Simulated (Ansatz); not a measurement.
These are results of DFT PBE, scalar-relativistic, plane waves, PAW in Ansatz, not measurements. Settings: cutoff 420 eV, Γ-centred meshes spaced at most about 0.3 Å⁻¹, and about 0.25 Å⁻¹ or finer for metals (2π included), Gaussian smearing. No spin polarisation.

The zero of energy is the elements' standard structures at the same level (O₂ as a molecule); no fitted shifts are applied.

All energies are static (0 K, no zero-point motion). Only the structures computed here compete, so a lower one can exist.

A search for Zn4O gave 6 distinct relaxed structures. Coordination counts Zn atoms around O (those within 1.25 times the shortest such distance or 1.15 times the sum of covalent radii, 1.27 where that leaves under three; a plus sign parts nearer from farther groups). Cells relaxed within their symmetry can be saddle points.

Question: What is the best candidate for Zn4O?

Answer: The one with space group P3m1 (No. 156), reached from: random cell. It has a = 3.040 Å, c = 9.037 Å, 14.5 Å³/atom, no gap on the mesh. Zn on its first site is surrounded by 1 O at 1.92 Å, 3 Zn at 2.64 Å and 6 Zn at 3.04 Å; Zn on its second site is surrounded by 3 O at 2.00 Å, 3 Zn at 2.77 Å and 6 Zn at 3.04 Å; around Zn on its third site lie 6 Zn at 2.70–2.77 Å and 6 Zn at 3.04 Å; O is surrounded by 4 Zn at 1.92–2.00 Å; 1 more site not described. Its energy over the elements is −0.43 eV/atom. Whether it is stable depends on the other phases of the system, which aren't compared here. An observed structure of this formula, if there is one, may be missing.

```xyz
5
Lattice="3.0397 0.0000 0.0000 -1.5199 2.6325 0.0000 0.0000 0.0000 9.0371" Properties=species:S:1:pos:R:3 pbc="T T T"
Zn    0.0000    0.0000    0.1698
Zn    0.0000    1.7550    6.3255
Zn    1.5199    0.8775    4.1877
Zn    0.0000    1.7550    2.1355
O     0.0000    0.0000    7.2845
```

Question: How much higher is the Cmmm structure with 14.1 Å³/atom and coordination O 6 (reached from: VF4 type (C2/m), changed on relaxing)?

Answer: 134 meV/atom. It has no gap on its mesh.

Question: How much higher is the P31m structure with 19.5 Å³/atom and coordination O 1+3 (reached from: random cell)?

Answer: 141 meV/atom. It has no gap on its mesh.
